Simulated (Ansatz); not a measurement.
**PbS: what symmetry allows forces and stress to be**

```
Pb S
1.0
    11.26020    0.00000    0.00000
     0.00000    3.13476    3.21619
     0.00000   -3.13476    3.21619
Pb S
2 2
Direct
  0.62806 0.25850 0.75850
  0.37194 0.75850 0.25850
  0.61378 0.76250 0.26250
  0.38622 0.26250 0.76250
```

Level of theory: Ansatz, DFT PBEsol, scalar-relativistic, plane waves, PAW.

Plane waves to 420 eV, a k mesh through Γ of 4×6×6 on the computed 4-atom cell and Gaussian smearing (0.02 eV); no spin polarisation.

This distorted cell has space group Aem2, with 4 operations.

Question: Without a calculation: in which directions can each atom feel a force?

Answer: A force must be left unchanged by every operation that keeps its atom in place, so it lies in the space that those operations leave fixed. Atoms that the group maps onto each other feel forces of one size.
```json
{"atom": "Pb1", "site symmetry": ".m.", "operations at the site": "2", "equivalent to atom": "1", "allowed force (Cartesian)": "in the plane normal to (0.00, 1.00, 0.00)"}
{"atom": "Pb2", "site symmetry": ".m.", "operations at the site": "2", "equivalent to atom": "1", "allowed force (Cartesian)": "in the plane normal to (0.00, 1.00, 0.00)"}
{"atom": "S3", "site symmetry": ".m.", "operations at the site": "2", "equivalent to atom": "3", "allowed force (Cartesian)": "in the plane normal to (0.00, 1.00, 0.00)"}
{"atom": "S4", "site symmetry": ".m.", "operations at the site": "2", "equivalent to atom": "3", "allowed force (Cartesian)": "in the plane normal to (0.00, 1.00, 0.00)"}
```

That leaves 4 independent force components of 12, tied by 1 condition that the forces sum to zero, so 3 remain. A relaxation in this cell that keeps the symmetry moves the atoms in these directions alone.

Question: And the stress tensor?

Answer: It must be invariant under the point group, which leaves 3 independent components: yz, xz, xy vanish.

Question: Do the computed values obey this?

Answer: Yes. Forces (eV/Å):
```
Pb1 -0.801  0.000 -0.030
Pb2  0.801  0.000 -0.030
S3  -0.401  0.000  0.030
S4   0.401  0.000  0.030
```

Stress (GPa, compression positive, xx yy zz yz xz xy): -2.36 -3.91 -4.39 0.00 0.00 0.00. The program imposes the same operations on density, forces and stress, so this confirms the analysis and is no independent test of the calculation.

Spin–orbit coupling is left out, which can shift energies with elements as heavy as these. The cell holds layers, and where no dispersion correction was added their binding is poorly described.

This form isn't the usual stable structure of the compound.